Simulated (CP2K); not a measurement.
HfO2:

```
CELL_PARAMETERS angstrom
3.55802 0.00000 0.00000
0.00000 3.55802 0.00000
0.00000 0.00000 5.17186
ATOMIC_POSITIONS crystal
Hf 0.00000 0.00000 0.00000
Hf 0.50000 0.50000 0.50000
O 0.00000 0.50000 0.19721
O 0.50000 0.00000 0.30279
O 0.50000 0.00000 0.80279
O 0.00000 0.50000 0.69721
```

Measurements of this composition are mostly on another form, of space group No. 14.

Base run:

| Item | Value |
| --- | --- |
| Program | CP2K 2026.2 |
| Functional | BLYP |
| Potentials or basis | POTENTIAL_UZH Hf GTH-PBE-q12, O GTH-PBE-q6; DZVP-MOLOPT-PBE-GTH basis |
| Density cutoff | 11565 eV |
| k mesh | 8 × 8 × 5 |
| Occupations | fermi-dirac, width 0.05 eV |
| Spin | no spin polarisation |

Its results: band gap on the k mesh 4.87 eV, indirect (least direct gap 4.95 eV); pressure 10.5 GPa; largest force 1.690 eV/Å.

**Question.** After a change of settings the same cell gave: band gap on the k mesh 4.69 eV, indirect (least direct gap 4.78 eV); pressure -6.3 GPa; largest force 0.013 eV/Å. Which change was it?
A. functional from BLYP to vdW-DF-cx
B. functional from BLYP to LDA
C. functional from BLYP to rev-vdW-DF2
D. functional from BLYP to TPSS

**Answer.** B.

LDA binds more tightly than BLYP, so the same cell stands under less pressure.

Caveats: the potentials were made for another functional, which shifts forces and pressure; spin-orbit coupling is left out, which moves the levels of the heavy elements; the basis of atomic orbitals isn't converged, which shifts pressures, moduli and gaps.

Not every run made on this cell is shown here.
